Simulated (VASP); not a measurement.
# Settings for MgS: energy and pressure at two fixed cells

MgS, R3m (no. 160), 2 atoms in the cell. PBE; PAW potentials S, Mg (PBE set). VASP 6.6.1.

Wanted: energy difference within 1 meV/atom; pressure within 0.1 GPa; forces within 0.005 eV/Å; gap on the mesh within 0.01 eV.

Second cell: the given cell, volume scaled by 1.03.

The series start from ENCUT (eV): 520; k mesh: 6 x 6 x 6; PREC and ADDGRID: Accurate; LASPH: yes; EDIFF (eV): 1e-7; ALGO and mixing: Normal; LREAL: no; GGA_COMPAT: no. Each series keeps the choices made before it, and each single choice may use up half of a tolerance. Times cover all steps of a run.

## ENCUT (eV)

| ENCUT (eV) | Energy difference (meV/atom) | Pressure (GPa) | Forces, largest deviation (eV/Å) | Gap on the mesh (eV) | Time (s) |
|---|---|---|---|---|---|
| 300 | -1.3 | 0.82 | 0.0004 | 2.777 | 6.9 |
| 350 | -1.1 | 1.00 | 0.0001 | 2.773 | 7.4 |
| 400 | -1.1 | 0.99 | 0.0001 | 2.773 | 7.5 |
| 450 | -1.1 | 0.96 | 0.0001 | 2.773 | 13 |
| 520 | -1.1 | 0.97 | 0.0000 | 2.773 | 14 |
| 600 | -1.1 | 0.99 | 0.0000 | 2.773 | 17 |
| 700 | -1.1 | 1.00 | 0.0000 | 2.773 | 15 |
| 800 (reference) | -1.1 | 0.99 | 0.0000 | 2.773 | 23 |

Chosen: 350, the loosest value from which every tighter one stays within half of the tolerance.

## k mesh

| k mesh | Energy difference (meV/atom) | Pressure (GPa) | Forces, largest deviation (eV/Å) | Gap on the mesh (eV) | Time (s) |
|---|---|---|---|---|---|
| 3 x 3 x 3 | -5.8 | 2.54 | 0.0055 | 3.668 | 5.0 |
| 4 x 4 x 4 | -2.2 | 1.35 | 0.0015 | 2.750 | 6.0 |
| 6 x 6 x 6 | -1.1 | 1.00 | 0.0001 | 2.773 | 7.4 |
| 7 x 7 x 7 | -1.1 | 0.98 | 0.0000 | 2.989 | 8.5 |
| 10 x 10 x 10 (reference) | -1.0 | 0.97 | 0.0000 | 2.776 | 15 |

Chosen: 10 x 10 x 10; the next looser run is off by more than half of the tolerance, so convergence isn't shown beyond this value.

## PREC and ADDGRID

| PREC and ADDGRID | Energy difference (meV/atom) | Pressure (GPa) | Forces, largest deviation (eV/Å) | Gap on the mesh (eV) | Time (s) |
|---|---|---|---|---|---|
| Low | -1.0 | 0.92 | 0.0013 | 2.774 | 11 |
| Normal | -1.0 | 0.97 | 0.0000 | 2.776 | 11 |
| Accurate | -1.0 | 0.97 | 0.0000 | 2.776 | 15 |
| Accurate, ADDGRID (reference) | -1.0 | 0.97 | 0.0000 | 2.776 | 21 |

Chosen: Normal.

## LASPH

| LASPH | Energy difference (meV/atom) | Pressure (GPa) | Forces, largest deviation (eV/Å) | Gap on the mesh (eV) | Time (s) |
|---|---|---|---|---|---|
| no | -1.0 | 0.97 | 0.0000 | 2.776 | 9.7 |
| yes (reference) | -1.0 | 0.97 | 0.0000 | 2.776 | 11 |

Chosen: no.

## EDIFF (eV)

| EDIFF (eV) | Energy difference (meV/atom) | Pressure (GPa) | Forces, largest deviation (eV/Å) | Gap on the mesh (eV) | Time (s) |
|---|---|---|---|---|---|
| 0.0001 | -1.0 | 0.84 | 0.0001 | 2.773 | 8.2 |
| 1e-5 | -1.0 | 0.96 | 0.0000 | 2.776 | 8.6 |
| 1e-6 | -1.0 | 0.97 | 0.0000 | 2.776 | 9.3 |
| 1e-7 | -1.0 | 0.97 | 0.0000 | 2.776 | 9.7 |
| 1e-8 (reference) | -1.0 | 0.97 | 0.0000 | 2.776 | 10 |

Chosen: 1e-5.

## ALGO and mixing

| ALGO and mixing | Energy difference (meV/atom) | Pressure (GPa) | Forces, largest deviation (eV/Å) | Gap on the mesh (eV) | Time (s) |
|---|---|---|---|---|---|
| Normal | -1.0 | 0.96 | 0.0000 | 2.776 | 8.6 |
| Fast | -1.0 | 0.89 | 0.0001 | 2.773 | 8.8 |
| All | -1.0 | 0.97 | 0.0000 | 2.776 | 8.5 |
| Damped, TIME 0.4 | -1.0 | 1.01 | 0.0001 | 2.775 | 11 |

Chosen: Normal; no other choice that stays within half of the tolerance saves 30 % of the time.

## LREAL

| LREAL | Energy difference (meV/atom) | Pressure (GPa) | Forces, largest deviation (eV/Å) | Gap on the mesh (eV) | Time (s) |
|---|---|---|---|---|---|
| no | -1.0 | 0.96 | 0.0000 | 2.776 | 8.6 |
| Auto | -1.0 | 0.95 | 0.0010 | 2.776 | 11 |

Chosen: no.

## GGA_COMPAT

| GGA_COMPAT | Energy difference (meV/atom) | Pressure (GPa) | Forces, largest deviation (eV/Å) | Gap on the mesh (eV) | Time (s) |
|---|---|---|---|---|---|
| no | -1.0 | 0.96 | 0.0000 | 2.776 | 8.6 |
| yes | -1.0 | 0.96 | 0.0000 | 2.776 | 6.6 |

Chosen: no.

## All choices together

| Input | Energy difference (meV/atom) | Pressure (GPa) | Forces, largest deviation (eV/Å) | Gap on the mesh (eV) | Time (s) |
|---|---|---|---|---|---|
| program defaults, coarse mesh (naive) | -1.2 | 0.46 | 0.0012 | 2.757 | 2.1 |
| chosen settings | -1.0 | 0.96 | 0.0001 | 2.776 | 8.6 |
| reference settings throughout | -1.0 | 0.97 | 0.0000 | 2.775 | 78 |

The chosen settings stay within the tolerance of the reference run, but the reference itself isn't shown to be converged in: k mesh.

Values of the reference run: Forces: 0.08065, 0.08065, 0.08065, -0.08065, -0.08065, -0.08065 eV/Å.

## The input

INCAR:
```
PREC = Normal
ENCUT = 350
EDIFF = 1E-5
ISMEAR = 0
SIGMA = 0.02
LREAL = F
LASPH = F
GGA_COMPAT = F
ALGO = Normal
NELM = 150
ISIF = 2
LWAVE = F
LCHARG = F
GGA = PE
NBANDS = 11
KPAR = 2
```

KPOINTS:
```
Automatic mesh
0
Gamma
  10 10 10
  0 0 0
```

POSCAR.step1:
```
MgS
1.0
    0.0000000000      2.6274105862      2.6274105862
    2.6274105862      0.0000000000      2.6274105862
    2.6274105862      2.6274105862      0.0000000000
S Mg
1 1
Direct
    0.5000000000      0.5000000000      0.5000000000
    0.0000000000      0.0000000000      0.0000000000
```

POSCAR.step2:
```
MgS
1.0
    0.0000000000      2.6016500000      2.6016500000
    2.6016500000      0.0000000000      2.6016500000
    2.6016500000      2.6016500000      0.0000000000
S Mg
1 1
Direct
    0.5000000000      0.5000000000      0.5000000000
    0.0055479200      0.0055479200      0.0055479200
```

Commands (each step's output is kept before the next begins):
```
cat potpaw_PBE.64/S/POTCAR potpaw_PBE.64/Mg/POTCAR > POTCAR
cp POSCAR.step1 POSCAR
mpirun -np 2 vasp_std > vasp.out
rm WAVECAR CHG
cp POSCAR.step2 POSCAR
mpirun -np 2 vasp_std > vasp.out
```

Limits: One atom is displaced by 0.05 Å on purpose; pressure, forces and gap belong to that cell (POSCAR.step2), and the energy difference is that of POSCAR.step1 less this one, displacement or strain included.

The chosen input took VASP 6.6.1 8.6 s on 2 cores (Intel Xeon Platinum 8375C @ 2.90GHz (Ice Lake)), a shared host.

## An input that fails: cutoff far too low

It runs to its end, but against the unchanged starting input it is off by 1.9 meV/atom in the energy difference, 11.65 GPa in the pressure, 0.0008 eV/Å in the forces, 0.065 eV in the gap on the mesh.

Changes against the starting input:
```
(all steps)
- ENCUT = 520
+ ENCUT = 150
```
